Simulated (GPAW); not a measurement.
# Sn (Fd-3m) in GPAW: a series of runs

The runs below take Sn through equation of state, band structure, with revPBE+D3, LDA, PBEsol+D3(BJ), C09-vdW, PBEsol+D3.

All numbers are computed with GPAW 26.7.0; they aren't measurements. Logs are shortened: lines on timing, memory, paths and dates and some standing lists are left out, and cuts for length are marked. The log counts tension as positive stress, the text compression.

**1. The structure**

It takes space group Fd-3m (No. 227, cubic). Conventional cell: a = 6.467 Å, b = 6.467 Å, c = 6.467 Å, α = 90.00°, β = 90.00°, γ = 90.00°. Sn (site symmetry -43m) has 4 Sn at 2.80 Å as nearest neighbours.

This isn't the form of Sn at room conditions, which is tetragonal (white tin).

**2. Equation of state, revPBE+D3**

Input file run.py:

```python
from ase.calculators.mixing import SumCalculator
from ase.eos import EquationOfState
from ase.io import Trajectory, read
from ase.units import GPa
from dftd3.ase import DFTD3
from gpaw import GPAW, PW

atoms = read('POSCAR')

traj = Trajectory('eos.traj', 'w')
volumes, energies = [], []
for x in [0.94, 0.96, 0.98, 1.0, 1.02, 1.04, 1.06]:
    a = atoms.copy()
    a.set_cell(atoms.cell * x**(1 / 3), scale_atoms=True)
    calc = GPAW(mode=PW(600),
                xc='revPBE',
                kpts={'size': (6, 6, 6), 'gamma': True},
                occupations={'name': 'fermi-dirac', 'width': 0.05},
                nbands=24,
                convergence={'density': 1e-05, 'energy': 1e-05},
                maxiter=150,
                txt=f'eos-{x:.2f}.txt')
    a.calc = SumCalculator([calc, DFTD3(method='revpbe', damping='d3zero')])
    energies.append(a.get_potential_energy())
    volumes.append(a.get_volume())
    p = -a.get_stress()[:3].mean() / GPa
    calc.write(f'eos-{x:.2f}.gpw')
    traj.write(a)
    print(f'{x:.2f} {volumes[-1]:10.4f} A^3 {energies[-1]:14.6f} eV {p:9.3f} GPa', flush=True)

v0, e0, B = EquationOfState(volumes, energies, eos='birchmurnaghan').fit()
print(f'V0 = {v0:.4f} A^3, E0 = {e0:.6f} eV, B0 = {B / GPa:.2f} GPa')
```

Input file POSCAR:

```
Sn
1.0
    0.0000000000      3.2333428000      3.2333428000
    3.2333428000      0.0000000000      3.2333428000
    3.2333428000      3.2333428000      0.0000000000
Sn
2
Direct
    0.7500000000      0.7500000000      0.7500000000
    0.5000000000      0.5000000000      0.5000000000
```

Potentials or basis: the program's PAW data sets (release 1.2.1) made for this functional, pw.

Started as:

```console
OMP_NUM_THREADS=1 python run.py
```

Log:

```text
__  _  _
 | _ |_)|_||  |
 |__||  | ||/\| - 26.7.0

Input parameters:
  mode=PW(ecut=600.0),
  convergence={'density': 1e-05, 'energy': 1e-05},
  kpts=MonkhorstPack(size=(6, 6, 6), gamma=True),
  maxiter=150,
  nbands=24,
  occupations=Occupations(name='fermi-dirac', width=0.05),
  xc=XC(name='revPBE')

Diagonalizing LCAO Hamiltonian
Converting LCAO to pw mode

            Sn

       Sn

Atoms  # Å, Bohr magnetons
|   | symbol |        x |        y |        z |    initial magnetic moments |
|---|--------|----------|----------|----------|-----------------------------|
| 0 |     Sn | 4.751007 | 4.751007 | 4.751007 | ( 0.0000,  0.0000,  0.0000) |
| 1 |     Sn | 3.167338 | 3.167338 | 3.167338 | ( 0.0000,  0.0000,  0.0000) |

Unit cell  # Å
| periodic |        x |        y |        z |  lengths |    angles |
|----------|----------|----------|----------|----------|-----------|
|      yes | 0.000000 | 3.167338 | 3.167338 | 4.479292 | 60.000000 |
|      yes | 3.167338 | 0.000000 | 3.167338 | 4.479292 | 60.000000 |
|      yes | 3.167338 | 3.167338 | 0.000000 | 4.479292 | 60.000000 |

Number of symmetries: 24
Symmetry operations  # r_c * U_cc + t_c -> r_c
|    | kind |            matrix            |
|----|------|------------------------------|
|  0 |  E   |  1, 0, 0,  0, 1, 0,  0, 0, 1 |
|  1 |  σ   |  1, 0, 0,  0, 0, 1,  0, 1, 0 |
|  2 |  σ   |  1, 0,-1,  0, 1,-1,  0, 0,-1 |
|  3 |  C3  |  1, 0,-1,  0, 0,-1,  0, 1,-1 |
|  4 |  C3  |  1,-1, 0,  0,-1, 1,  0,-1, 0 |
|  5 |  σ   |  1,-1, 0,  0,-1, 0,  0,-1, 1 |
|  6 |  σ   |  0, 1, 0,  1, 0, 0,  0, 0, 1 |
|  7 |  C3  |  0, 1, 0,  0, 0, 1,  1, 0, 0 |
|  8 |  C2  |  0, 1,-1,  1, 0,-1,  0, 0,-1 |
|  9 |  S4  |  0, 1,-1,  0, 0,-1,  1, 0,-1 |
| 10 |  C3  |  0, 0, 1,  1, 0, 0,  0, 1, 0 |
| 11 |  σ   |  0, 0, 1,  0, 1, 0,  1, 0, 0 |
| 12 |  S4  |  0, 0,-1,  1, 0,-1,  0, 1,-1 |
| 13 |  C3  |  0, 0,-1,  0, 1,-1,  1, 0,-1 |
| 14 |  S4  |  0,-1, 1,  1,-1, 0,  0,-1, 0 |
| 15 |  C2  |  0,-1, 1,  0,-1, 0,  1,-1, 0 |
| 16 |  C3  |  0,-1, 0,  1,-1, 0,  0,-1, 1 |
| 17 |  S4  |  0,-1, 0,  0,-1, 1,  1,-1, 0 |
| 18 |  S4  | -1, 1, 0, -1, 0, 1, -1, 0, 0 |
| 19 |  C3  | -1, 1, 0, -1, 0, 0, -1, 0, 1 |
| 20 |  C3  | -1, 0, 1, -1, 1, 0, -1, 0, 0 |
| 21 |  S4  | -1, 0, 1, -1, 0, 0, -1, 1, 0 |
| 22 |  σ   | -1, 0, 0, -1, 1, 0, -1, 0, 1 |
| 23 |  C2  | -1, 0, 0, -1, 0, 1, -1, 1, 0 |

BZ-sampling:
  Number of BZ points: 216
  Number of IBZ points: 16

  Monkhorst-Pack size: [6, 6, 6]
  Monkhorst-Pack shift: [0.08333333333333333, 0.08333333333333333, 0.08333333333333333]

K-points  # in reciprocal-cell coordinates
|     |                                coordinates |     weight |
|-----|--------------------------------------------|------------|
|   0 | (  0.00000000,   0.00000000,   0.00000000) | 0.00462963 |
|   1 | (  0.16666667,   0.16666667,   0.00000000) | 0.02777778 |
|   2 | (  0.16666667,   0.16666667,   0.16666667) | 0.03703704 |
|   3 | (  0.33333333,   0.16666667,   0.16666667) | 0.05555556 |
|   4 | (  0.33333333,   0.33333333,  -0.33333333) | 0.05555556 |
|   5 | (  0.33333333,   0.33333333,   0.00000000) | 0.02777778 |
|   6 | (  0.33333333,   0.33333333,   0.16666667) | 0.11111111 |
|   7 | (  0.33333333,   0.33333333,   0.33333333) | 0.03703704 |
|   8 | (  0.50000000,   0.33333333,  -0.33333333) | 0.11111111 |
|   9 | (  0.50000000,   0.33333333,  -0.16666667) | 0.05555556 |
| ... |                                            |            |
|  15 | (  0.50000000,   0.50000000,   0.50000000) | 0.01851852 |

Plane wave coefficients: 2138
Cutoff: 600.0 eV

Spin-components: 1 (collinear spins)
Bands:           24
Projectors:      12
Spin-degeneracy: 2
Datatype:        complex128

Parallelization:
  kpt:    1
  domain: 1
  band:   1

Density:
  Valence electrons: 28.0
  Components: 1
  Grid points: [27 27 27]
  Charge: 0.0  # |e|

Potential:
  Grid points: [27 27 27]

species:
  Sn:
    name:    Tin
    Z:       50.0
    valence: 14
    core:    36
    charge:  0.0  # [|e|]
    compensation charges:
      type: gauss
      rc: 0.38  # [Å]
      lmax: 2
    cutoffs:
      filter: 2.23  # [Å]
      core: 2.35  # [Å]
    projectors
    | kind |    occ | energy [eV] | rcut [Å] |
    |------|--------|-------------|----------|
    |   5s |  2.000 |     -10.469 |    1.201 |
    |   5p |  2.000 |      -3.642 |    1.270 |
    |   4d | 10.000 |     -25.826 |    1.185 |
    |    s |        |      16.742 |    1.201 |
    |    p |        |      23.569 |    1.270 |
    |    d |        |       1.385 |    1.185 |

    Using partial waves for Sn as LCAO basis

Reference energy: -336034.170368  # eV

eigensolver:
  PPCG
  Converge bands: occupied
  niter=2

density mixing:
  MSR1-Mixer
  Pratt-step length: 0.05
  Maximum mixing coefficient: 0.75
  Old densities: 10
  SVD Regularization: 0.005
  Good broyden scale: 1.0
  Trust region scale: 1.0
  Backstep threshold: 4.0
  History deletion threshold: 6.0
  Fourier metric: weight=20.0, sigma=0.015

occupation numbers:
  Fermi-Dirac:
    width: 0.0500  # eV

poisson solver:
  ecut: 4800.0  # eV

xc functional:
  name: revPBE with 2 nearest neighbor stencil

convergence criteria:
- Maximum integral of absolute [dens]ity change: 1e-05 electrons / valence electron
- Maximum [total energy] change in last 3 cyles: 1e-05 eV / valence electron
- Maximum integral of absolute [eigenst]ate change: 4e-08 eV^2 / valence electron
maximum number of iterations: 150

SCF iterations
|iter     | |      energy | eigst |  dens |
|---------|-|-------------|-------|-------|
|iter:   1| |   -7.273170 | +0.02 |       |
|iter:   2| |   -7.278140 | -2.27 | -1.43 |
|iter:   3| |   -7.265907 | -2.44 | -1.46 |
|iter:   4| |   -7.273639 | -2.99 | -1.96 |
|iter:   5| |   -7.274966 | -3.94 | -2.61 |
|iter:   6| |   -7.274997 | -5.50 | -3.61 |
|iter:   7| |   -7.274998c| -6.61 | -4.31 |
|iter:   8| |   -7.274998c| -7.85c| -4.79 |
|iter:   9| |   -7.274998c| -8.31c| -5.13c|

Converged in 9 steps
Energy contributions relative to reference atoms: (reference = -336034.170368)

Energy contributions:
  Kinetic:          17.638421
  Coulomb:         -15.349569
  Zero:              0.016901
  External:          0.000000
  Xc:               -9.579895
  Entropy:          -0.001712
  Spinorbit:         0.000000
  ----------------------------
  Free energy:      -7.275854
  Extrapolated:     -7.274998

dipole moment: (4.564114, 4.564114, 4.564114)  # |e|*Ang

Fermi level: 5.883
Eigenvalues  # (at kpt = [0.000, 0.000, 0.000])
| band index |      eig [eV] | occ [0-2] |
|------------|---------------|-----------|
|          0 |       -16.073 |     2.000 |
|        ... |               |           |
|          7 |       -15.632 |     2.000 |
|          8 |       -15.617 |     2.000 |
|          9 |       -15.617 |     2.000 |
|         10 |        -5.283 |     2.000 |
|         11 |         5.754 |     1.858 |
|         12 |         5.870 |     1.125 |
|         13 |         5.870 |     1.125 |
|         14 |         5.870 |     1.125 |
|         15 |         7.951 |     0.000 |
|         16 |         7.951 |     0.000 |
|         17 |         7.951 |     0.000 |
|         18 |        11.020 |     0.000 |
|         19 |        13.887 |     0.000 |
|         20 |        13.887 |     0.000 |
|         21 |        14.227 |     0.000 |
|         22 |        14.227 |     0.000 |
|         23 |        14.227 |     0.000 |

No gap
No difference between direct/indirect transitions

Stress tensor  # eV/Ang^3
|         x |         y |         z |
|-----------|-----------|-----------|
| -0.052829 |  0.000000 |  0.000000 |
|  0.000000 | -0.052829 |  0.000000 |
|  0.000000 |  0.000000 | -0.052829 |

# Writing to eos-0.94.gpw (mode='')
```

Wall time 94 s (1 thread of Arm Neoverse V2, shared host); peak memory 0.27 GiB.

Results:

```yaml
Equilibrium_volume: "36.04 Å³/atom (rough: see the caveat)"
Bulk_modulus: 41 GPa (rough)
```

Energy against volume, from the lowest point:
```
volume (Å³/atom)  energy (meV/atom)
          31.775              81.16
          32.451              55.13
          33.127              34.85
          33.803              19.69
          34.479               9.14
          35.155               2.73
          35.831               0.00
```

Caveat: the minimum lies outside the volumes run.

**3. Band structure, LDA**

Input file run.py:

```python
from ase.dft.bandgap import bandgap
from ase.io import write
from ase.spacegroup import crystal
from ase.units import GPa
from gpaw import GPAW, PW, setup_paths

setup_paths.insert(0, '.')

# Sn 8a
atoms = crystal(['Sn'],
                basis=[[0.25, 0.25, 0.25]],
                spacegroup=227, setting=1,  # Fd-3m
                cellpar=[6.4666856, 6.4666856, 6.4666856, 90.0, 90.0, 90.0],
                primitive_cell=True)

calc = GPAW(mode=PW(600),
            xc='LDA',
            kpts={'size': (6, 6, 6), 'gamma': True},
            occupations={'name': 'fermi-dirac', 'width': 0.05},
            setups={'Sn': 'jth'},
            nbands=-10,
            convergence={'density': 1e-05, 'energy': 1e-05},
            maxiter=150,
            txt='gpaw.txt')
atoms.calc = calc
energy = atoms.get_potential_energy()
forces = atoms.get_forces()
stress = atoms.get_stress()
calc.write('gs.gpw')
write('result.traj', atoms)
print(f'Energy: {energy:.6f} eV')
print('Forces (eV/A):')
print(forces.round(4))
print('Stress (GPa):', (stress / GPa).round(3))
print('Fermi level:', round(calc.get_fermi_level(), 4), 'eV')
print(f'Gap: {bandgap(calc)[0]:.4f} eV, direct: {bandgap(calc, direct=True)[0]:.4f} eV')

path = atoms.cell.bandpath('GXWKGLUWLK,UX', npoints=60, eps=1e-4)
bs_calc = calc.fixed_density(kpts=path, symmetry='off', nbands=-22,
                             convergence={'bands': 'CBM+6.0', 'eigenstates': 1e-6}, txt='bands.txt')
bs = bs_calc.band_structure()
bs.write('bs.json')
print(f'Gap on the path: {bandgap(bs_calc)[0]:.4f} eV')
```

Potentials or basis: JTH PAW 2.0, LDA, pw.

Started as:

```console
OMP_NUM_THREADS=1 python run.py
```

Wall time 56 s (1 thread of Arm Neoverse V2, shared host); peak memory 0.29 GiB.

Results (log left out):

```
Free energy             : -8.7611 eV
Pressure                : 0.1 GPa
Band gap along the path : none (metal or under the smearing width)
```

Levels at the corners of the path, in eV from the Fermi level:
```csv
point,band 11,band 12,band 13,band 14,band 15,band 16,band 17,band 18
Γ,-10.63,-0.68,0.21,0.21,0.21,2.27,2.27,2.27
X,-7.51,-7.51,-2.39,-2.39,0.87,0.87,7.82,7.82
W,-7.45,-7.45,-2.98,-2.98,3.50,3.50,4.12,4.12
K,-7.92,-7.02,-3.32,-2.02,1.15,3.44,5.83,6.13
Γ,-10.63,-0.68,0.21,0.21,0.21,2.27,2.27,2.27
L,-8.99,-6.29,-1.02,-1.02,0.01,3.35,3.35,5.64
U,-7.92,-7.02,-3.32,-2.02,1.15,3.44,5.83,6.13
W,-7.45,-7.45,-2.98,-2.98,3.50,3.50,4.12,4.12
L,-8.99,-6.29,-1.02,-1.02,0.01,3.35,3.35,5.64
K,-7.92,-7.02,-3.32,-2.02,1.15,3.44,5.83,6.13
U,-7.92,-7.02,-3.32,-2.02,1.15,3.44,5.83,6.13
X,-7.51,-7.51,-2.39,-2.39,0.87,0.87,7.82,7.82
```

Caveat: the program truncates these outside data sets; spin-orbit coupling is left out, which moves the levels of the heavy elements.

**4. Equation of state, PBEsol+D3(BJ)**

Input file run.py:

```python
from ase.calculators.mixing import SumCalculator
from ase.eos import EquationOfState
from ase.io import Trajectory, read
from ase.units import GPa
from dftd3.ase import DFTD3
from gpaw import GPAW, PW, setup_paths

setup_paths.insert(0, '.')

atoms = read('POSCAR')

traj = Trajectory('eos.traj', 'w')
volumes, energies = [], []
for x in [0.94, 0.96, 0.98, 1.0, 1.02, 1.04, 1.06]:
    a = atoms.copy()
    a.set_cell(atoms.cell * x**(1 / 3), scale_atoms=True)
    calc = GPAW(mode=PW(600),
                xc='PBEsol',
                kpts={'size': (6, 6, 6), 'gamma': True},
                occupations={'name': 'fermi-dirac', 'width': 0.05},
                nbands=24,
                convergence={'density': 1e-05, 'energy': 1e-05},
                maxiter=150,
                txt=f'eos-{x:.2f}.txt')
    a.calc = SumCalculator([calc, DFTD3(method='pbesol', damping='d3bj')])
    energies.append(a.get_potential_energy())
    volumes.append(a.get_volume())
    p = -a.get_stress()[:3].mean() / GPa
    calc.write(f'eos-{x:.2f}.gpw')
    traj.write(a)
    print(f'{x:.2f} {volumes[-1]:10.4f} A^3 {energies[-1]:14.6f} eV {p:9.3f} GPa', flush=True)

v0, e0, B = EquationOfState(volumes, energies, eos='birchmurnaghan').fit()
print(f'V0 = {v0:.4f} A^3, E0 = {e0:.6f} eV, B0 = {B / GPa:.2f} GPa')
```

POSCAR is that of step 2.

Potentials or basis: PAW data sets generated in the run's folder for this functional, pw.

Started as:

```console
gpaw-setup -f PBEsol Sn
OMP_NUM_THREADS=1 python run.py
```

It took 99 s on 1 thread of Arm Neoverse V2, shared host; peak memory 0.27 GiB.

Results (log left out):

```
Equilibrium volume                      : 33.72 Å³/atom
Bulk modulus                            : 46 GPa
Pressure derivative of the bulk modulus : 4.9
```

Energy against volume, from the lowest point:
```
volume (Å³/atom)  energy (meV/atom)
          31.775              18.11
          32.451               7.40
          33.127               1.55
          33.803               0.00
          34.479               2.28
          35.155               7.98
          35.831              16.66
```

**5. Equation of state, C09-vdW**

Input file run.py:

```python
from ase.eos import EquationOfState
from ase.io import Trajectory, read
from ase.units import GPa
from gpaw import GPAW, PW

atoms = read('POSCAR')

traj = Trajectory('eos.traj', 'w')
volumes, energies = [], []
for x in [0.94, 0.96, 0.98, 1.0, 1.02, 1.04, 1.06]:
    a = atoms.copy()
    a.set_cell(atoms.cell * x**(1 / 3), scale_atoms=True)
    calc = GPAW(mode=PW(600),
                xc={'name': 'C09-vdW', 'backend': 'libvdwxc'},
                kpts={'size': (6, 6, 6), 'gamma': True},
                occupations={'name': 'fermi-dirac', 'width': 0.05},
                nbands=24,
                convergence={'density': 1e-05, 'energy': 1e-05},
                maxiter=150,
                txt=f'eos-{x:.2f}.txt')
    a.calc = calc
    energies.append(a.get_potential_energy(force_consistent=True))
    volumes.append(a.get_volume())
    calc.write(f'eos-{x:.2f}.gpw')
    traj.write(a)
    print(f'{x:.2f} {volumes[-1]:10.4f} A^3 {energies[-1]:14.6f} eV', flush=True)

v0, e0, B = EquationOfState(volumes, energies, eos='birchmurnaghan').fit()
print(f'V0 = {v0:.4f} A^3, E0 = {e0:.6f} eV, B0 = {B / GPa:.2f} GPa')
```

POSCAR is that of step 4.

Potentials or basis: GPAW PAW data sets (gpaw-data 1.2.1), pw.

Started as:

```console
OMP_NUM_THREADS=1 python run.py
```

Wall time 97 s (1 thread of Arm Neoverse V2, shared host); peak memory 0.35 GiB.

Results (log left out):

```
Equilibrium volume                      : 35.40 Å³/atom
Bulk modulus                            : 40 GPa
Pressure derivative of the bulk modulus : 5.5 (rough: it moves with the points fitted)
```

Energy against volume, from the lowest point:
```tsv
volume (Å³/atom)	energy (meV/atom)
31.775	57.81
32.451	36.52
33.127	20.63
33.803	9.58
34.479	2.88
35.155	0.00
35.831	0.34
```

Caveat: the PAW data sets were made with another functional, which shifts forces and pressure a little.

[end of part 1 of 2]
